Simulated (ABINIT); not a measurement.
# Si2W (I4/mmm) in ABINIT: a series of runs

The runs below take Si2W through single point, with LDA, PBE.

All numbers are computed with ABINIT 10.8.3 (patched build); they aren't measurements. Logs are shortened: lines on timing, memory, paths and dates and some standing lists are left out, and cuts for length are marked. The log counts tension as positive stress, the text compression.

### 1 The structure

It takes space group I4/mmm (No. 139, tetragonal). Conventional cell: a = 3.214 Å, b = 3.214 Å, c = 7.830 Å, α = 90.00°, β = 90.00°, γ = 90.00°. W (site symmetry 4/mmm) is surrounded by 10 Si at 2.62 Å. Si (site symmetry 4mm) has 5 Si at 2.59 to 2.63 Å and 5 W at 2.62 Å as nearest neighbours.

### 2 Single point, LDA

run.abi reads:

```
# Pseudopotentials
pp_dirpath "./"
pseudos "W.upf, Si.upf"

# Structure
acell 4.5267083761 4.5267083761 4.5267083761 Angstrom
rprim
    -0.3549820016     0.3549820016     0.8648558013
     0.3549820016    -0.3549820016     0.8648558013
     0.3549820016     0.3549820016    -0.8648558013
ntypat 2
znucl 74 14
natom 3
typat 1 2 2
xred
     0.0000000000     0.0000000000     0.0000000000
     0.6653000000     0.6653000000     0.0000000000
     0.3347000000     0.3347000000     0.0000000000

# Plane-wave basis
ecut 30.0

# k points
kptopt 1
ngkpt 9 9 9
nshiftk 1
shiftk 0.0 0.0 0.0

# Exchange and correlation
ixc 7

# Bands and occupations
nband 15
occopt 3
tsmear 0.00183747

# SCF cycle
nstep 100
tolvrs 1.0e-10

# Output
iomode 3
prtwf 0
prtden 0
prteig 0
prtebands 0
```

Potentials or basis: PseudoDojo NC SR LDA v0.4.1 standard.

Run with:

```sh
$ abinit run.abi > log 2>&1
```

run.abo:

```text
.Version 10.8.3 of ABINIT
 Symmetries : space group I4/m m m (#139); Bravais tI (body-center tetrag.)
================================================================================
 Values of the parameters that define the memory need of the present run
     intxc =       0    ionmov =       0      iscf =       7    lmnmax =       8
     lnmax =       8     mgfft =      45  mpssoang =       4    mqgrid =    3001
     natom =       3  nloc_mem =       1    nspden =       1   nspinor =       1
    nsppol =       1      nsym =      16    n1xccc =    2501    ntypat =       2
    occopt =       3   xclevel =       1
       mpw =        2169          nfft =       91125          nkpt =          75
================================================================================
================================================================================

--------------------------------------------------------------------------------
------------- Echo of variables that govern the present computation ------------
--------------------------------------------------------------------------------
 -outvars: echo values of preprocessed input variables --------
            acell      8.5542390827E+00  8.5542390827E+00  8.5542390827E+00 Bohr
              amu      1.83850000E+02  2.80855000E+01
             ecut      3.00000000E+01 Hartree
                       outvar_i_n : Printing only first  50 k-points.
              ixc           7
                       outvar_i_n : Printing only first  50 k-points.
         kptrlatt        9    0    0      0    9    0      0    0    9
          kptrlen      5.46588164E+01
            natom           3
            nband          15
            ngfft          45      45      45
             nkpt          75
            nstep         100
             nsym          16
           ntypat           2
                       prtocc : prtvol=0, do not print more k-points.
           occopt           3
           prtden           0
        prtebands           0
           prteig           0
            prtwf           0
            rprim     -3.5498200160E-01  3.5498200160E-01  8.6485580130E-01
                       3.5498200160E-01 -3.5498200160E-01  8.6485580130E-01
                       3.5498200160E-01  3.5498200160E-01 -8.6485580130E-01
          spgroup         139
           tolvrs      1.00000000E-10
           tsmear      1.83747000E-03 Hartree
            typat      1  2  2
                       outvars : Printing only first  50 k-points.
           xangst      0.0000000000E+00  0.0000000000E+00  0.0000000000E+00
                       9.3843671544E-17 -4.5980333231E-17  5.2092324698E+00
                       7.3290081236E-18  1.6750143136E-17  2.6206675299E+00
            xcart      0.0000000000E+00  0.0000000000E+00  0.0000000000E+00
                       1.7733883787E-16 -8.6890236985E-17  9.8440226941E+00
[... 114 lines left out ...]
 reduced coordinates (array xred) for    3 atoms
       0.000000000000      0.000000000000      0.000000000000
       0.665300000000      0.665300000000      0.000000000000
       0.334700000000      0.334700000000      0.000000000000
 rms dE/dt=  1.0408E-02; max dE/dt=  1.2747E-02; dE/dt below (all hartree)
    1       0.000000000000      0.000000000000      0.000000000000
    2       0.012747263250      0.012747263250     -0.012747263250
    3      -0.012747263250     -0.012747263250      0.012747263250

 cartesian coordinates (angstrom) at end:
    1      0.00000000000000     0.00000000000000     0.00000000000000
    2      0.00000000000000    -0.00000000000000     5.20923246981822
    3      0.00000000000000     0.00000000000000     2.62066752990855

 cartesian forces (hartree/bohr) at end:
    1     -0.00000000000000     0.00000000000000    -0.00000000000000
    2     -0.00000000000000    -0.00000000000000    -0.00172302614564
    3      0.00000000000000     0.00000000000000     0.00172302614564
 frms,max,avg= 8.1224231E-04 1.7230261E-03   0.000E+00  0.000E+00  0.000E+00 h/b

 cartesian forces (eV/Angstrom) at end:
    1     -0.00000000000000     0.00000000000000    -0.00000000000000
    2     -0.00000000000000    -0.00000000000000    -0.08860156678462
    3      0.00000000000000     0.00000000000000     0.08860156678462
 frms,max,avg= 4.1767179E-02 8.8601567E-02   0.000E+00  0.000E+00  0.000E+00 e/A
 length scales=  8.554239082682  8.554239082682  8.554239082682 bohr
              =  4.526708376100  4.526708376100  4.526708376100 angstroms
 Fermi (or HOMO) energy (hartree) =   0.51053   Average Vxc (hartree)=  -0.46655
 Eigenvalues (hartree) for nkpt=  75  k points:
 kpt#   1, nband= 15, wtk=  0.00137, kpt=  0.0000  0.0000  0.0000 (reduced coord)
  -2.20053   -0.88672   -0.88548   -0.88548   -0.00165    0.26298    0.37665    0.39092
   0.40935    0.40935    0.53547    0.61302    0.62519    0.62714    0.62714
      occupation numbers for kpt#   1
   2.00000    2.00000    2.00000    2.00000    2.00000    2.00000    2.00000    2.00000
   2.00000    2.00000    0.00000    0.00000    0.00000    0.00000    0.00000
 prteigrs : prtvol=0 or 1, do not print more k-points.

--- !EnergyTerms
iteration_state     : {dtset: 1, }
comment             : Components of total free energy in Hartree
kinetic             :  2.38181562005833E+01
hartree             :  1.38259554171054E+01
xc                  : -1.97660232856030E+01
Ewald energy        : -6.26385810874325E+01
psp_core            :  1.98464281961900E+00
local_psp           : -5.56508175693342E+01
non_local_psp       :  1.39296731343324E+01
internal            : -8.44969943707297E+01
'-kT*entropy'       : -1.06521456432928E-04
total_energy        : -8.44971008921861E+01
total_energy_eV     : -2.29928324904290E+03
band_energy         : -5.18492525678378E+00
...

 Cartesian components of stress tensor (hartree/bohr^3)
  sigma(1 1)=  2.10771821E-04  sigma(3 2)=  0.00000000E+00
  sigma(2 2)=  2.10771821E-04  sigma(3 1)=  0.00000000E+00
  sigma(3 3)=  2.30310790E-04  sigma(2 1)=  0.00000000E+00

-Cartesian components of stress tensor (GPa)         [Pressure= -6.3927E+00 GPa]
- sigma(1 1)=  6.20112108E+00  sigma(3 2)=  0.00000000E+00
- sigma(2 2)=  6.20112108E+00  sigma(3 1)=  0.00000000E+00
- sigma(3 3)=  6.77597739E+00  sigma(2 1)=  0.00000000E+00

== END DATASET(S) ==============================================================
================================================================================

 -outvars: echo values of variables after computation  --------
            acell      8.5542390827E+00  8.5542390827E+00  8.5542390827E+00 Bohr
           etotal     -8.4497100892E+01
            fcart     -4.9348377486E-20  9.5211912179E-20 -0.0000000000E+00
                      -3.7335092300E-19 -2.2879063333E-19 -1.7230261456E-03
                       4.2269930048E-19  1.3357872115E-19  1.7230261456E-03
            rprim     -3.5498200160E-01  3.5498200160E-01  8.6485580130E-01
                       3.5498200160E-01 -3.5498200160E-01  8.6485580130E-01
                       3.5498200160E-01  3.5498200160E-01 -8.6485580130E-01
           strten      2.1077182141E-04  2.1077182141E-04  2.3031079013E-04
                       0.0000000000E+00  0.0000000000E+00  0.0000000000E+00
           xangst      0.0000000000E+00  0.0000000000E+00  0.0000000000E+00
                       9.3843671544E-17 -4.5980333231E-17  5.2092324698E+00
                       7.3290081236E-18  1.6750143136E-17  2.6206675299E+00
             xred      0.0000000000E+00  0.0000000000E+00  0.0000000000E+00
                       6.6530000000E-01  6.6530000000E-01  1.4893066872E-17
                       3.3470000000E-01  3.3470000000E-01  7.4924236915E-18
 Calculation completed.
```

Wall time 2.1 min (1 thread of Arm Neoverse V1, shared host); peak memory 0.11 GiB.

What came out:

```
Free energy                                           : -2299.2832 eV
Pressure                                              : -6.4 GPa
Largest force                                         : 0.089 eV/Å
Band gap on the k mesh                                : none (metal or under the smearing width)
Valence electrons inside the program's atomic spheres : W 10.27; Si 1.81
```

Forces on the atoms (eV/Å):
```
W    0.000  0.000  0.000
Si   0.000  0.000 -0.089
Si   0.000  0.000  0.089
```

Levels at points of the mesh, in eV from the Fermi level:
```csv
k point,band 9,band 10,band 11,band 12,band 13,band 14
"(0.00, 0.00, 0.00)",-2.75,-2.75,0.68,2.79,3.12,3.17
```

The run has no spin-orbit coupling, so splittings on W are missing.

### 3 Single point, PBE

run.abi, as its differences from that of step 2:

```diff
@@ -20,3 +20,3 @@
 # Plane-wave basis
-ecut 30.0
+ecut 37.0
 
@@ -29,3 +29,3 @@
 # Exchange and correlation
-ixc 7
+ixc 11
 
@@ -34,3 +34,3 @@
 occopt 3
-tsmear 0.00183747
+tsmear 0.05 eV
 
@@ -46 +46,2 @@
 prtebands 0
+enunit 1
```

Potentials or basis: PseudoDojo NC SR PBE v0.4.1 standard.

Run with:

```sh
$ abinit run.abi > log 2>&1
```

Run time: 2.6 min. Hardware: 1 thread of Arm Neoverse V1, shared host; peak memory 0.14 GiB.

Results (log left out):

| Property | Result |
| --- | --- |
| Free energy | -2295.3457 eV |
| Pressure | 3.4 GPa |
| Largest force | 0.044 eV/Å |
| Band gap on the k mesh | none (metal or under the smearing width) |
| Valence electrons inside the program's atomic spheres | W 10.25; Si 1.79 |

Forces in eV/Å, atoms in the order of the input:
```
W    0.000  0.000  0.000
Si   0.000  0.000  0.044
Si   0.000  0.000 -0.044
```

Stress tensor (GPa, compression positive):
```
3.29 0.00 0.00
0.00 3.29 0.00
0.00 0.00 3.48
```

Levels at points of the mesh, in eV from the Fermi level:
| k point | band 9 | band 10 | band 11 | band 12 | band 13 | band 14 |
| --- | --- | --- | --- | --- | --- | --- |
| (0.00, 0.00, 0.00) | -2.77 | -2.77 | 0.69 | 2.81 | 3.01 | 3.14 |

Spin-orbit coupling is left out, which matters for the levels of W.

### 4 Single point, PBE

run.abi, as its differences from that of step 3:

```diff
@@ -5,3 +5,3 @@
 # Structure
-acell 4.5267083761 4.5267083761 4.5267083761 Angstrom
+acell 8.5542390769 8.5542390769 8.5542390769
 rprim
@@ -14,9 +14,9 @@
 typat 1 2 2
-xred
+xcart
      0.0000000000     0.0000000000     0.0000000000
-     0.6653000000     0.6653000000     0.0000000000
-     0.3347000000     0.3347000000     0.0000000000
+     0.0000000000     0.0000000000     5.2092324700
+     0.0000000000     0.0000000000     2.6206675300 Angstrom
 
 # Plane-wave basis
-ecut 37.0
+ecut 30.0
 
@@ -34,3 +34,3 @@
 occopt 3
-tsmear 0.05 eV
+tsmear 0.00183747
```

Run with:

```sh
$ mpirun --bind-to none -np 4 abinit run.abi > log 2>&1
```

Wall time 22 s (4 MPI ranks of Intel Xeon 6975P-C (Granite Rapids), shared host); peak memory 0.36 GiB.

It converged, with:

```
Free energy                                           : -2295.3413 eV
Pressure                                              : 3.2 GPa
Largest force                                         : 0.045 eV/Å
Band gap on the k mesh                                : none (metal or under the smearing width)
Valence electrons inside the program's atomic spheres : W 10.25; Si 1.79
```

Forces on the atoms (eV/Å):
```
W    0.000  0.000  0.000
Si   0.000  0.000  0.045
Si   0.000  0.000 -0.045
```

Stress tensor (GPa, compression positive):
```
3.14 0.00 0.00
0.00 3.14 0.00
0.00 0.00 3.33
```

Levels at points of the mesh, in eV from the Fermi level:
```tsv
k point	band 7	band 8	band 9	band 10	band 11	band 12	band 13	band 14	band 15
(0.00, 0.00, 0.00)	-3.67	-3.24	-2.77	-2.77	0.69	2.81	3.01	3.14	3.14
```

Spin-orbit coupling is left out, which matters for the levels of W.

### 5 Summary

```tsv
level	potentials or basis	cutoff (eV)	gap on the mesh (eV)	pressure (GPa)	largest force (eV/Å)
LDA	PseudoDojo NC SR LDA v0.4.1 standard	816	none	-6.4	0.09
PBE	PseudoDojo NC SR PBE v0.4.1 standard	1007	none	3.4	0.04
PBE	PseudoDojo NC SR PBE v0.4.1 standard	816	none	3.2	0.04
```

Alike in all rows: task single point; no spin polarisation; cell as given; k mesh 9 × 9 × 9; smearing fermi-dirac 0.05 eV.

Total energies depend on the potentials used, so only differences within one code and one set of settings carry meaning.
